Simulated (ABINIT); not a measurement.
Input of an ABINIT 10.8.3 (patched build) run:

run.abi

```
pp_dirpath "./"
pseudos "Co.GGA_PBE-JTH.xml, O.GGA_PBE-JTH.xml"

acell 3*1.0 Angstrom
rprim
     1.5054695445     0.8691832468     2.4399269062
    -1.5054695445     0.8691832468     2.4399269062
     0.0000000000    -1.7383664936     2.4399269062
ntypat 2
znucl 27 8
natom 2
typat 1 2
xred
     0.0000000000     0.0000000000     0.0000000000
     0.5000000000     0.5000000000     0.5000000000

ecut 26.0
pawecutdg 48.0
pawxcdev 0

kptopt 3
ngkpt 4 4 4
nshiftk 1
shiftk 0.0 0.0 0.0

ixc 11

nband 32
occopt 3
tsmear 0.00183747

nsppol 1
nspinor 2
nspden 4
spinat
    -0.0690000000     0.0350000000     0.2060000000
     0.0000000000     0.0000000000     0.0000000000
nsym 1
pawspnorb 0

nstep 80
tolvrs 1.0e-9

iomode 3
prtwf 0
prtden 0
prteig 0
prtebands 0
```

Potentials or basis: JTH PAW PBE v2.0.

Launch:

```bash
$ abinit run.abi > log 2>&1
```

Q: Estimate the band gap on the k mesh.

A: None (metal or under the smearing width).

Q: What does it give for the pressure?

A: -17.7 GPa.

Q: Predict the net moment.

A: 0.18 μB per cell.

Stress tensor (GPa, compression positive):
```
-17.91   0.00   0.00
  0.00 -17.91   0.00
  0.00   0.00 -17.35
```

Caveat: the k mesh is coarse (spacing up to 0.64 Å⁻¹), so the values aren't converged; semilocal functionals often make such compounds metallic where correlation or magnetic order opens a gap, which also shifts bond lengths. With open d or f shells a metallic result of PBE can be an artefact of self-interaction; +U or a hybrid may open a gap.
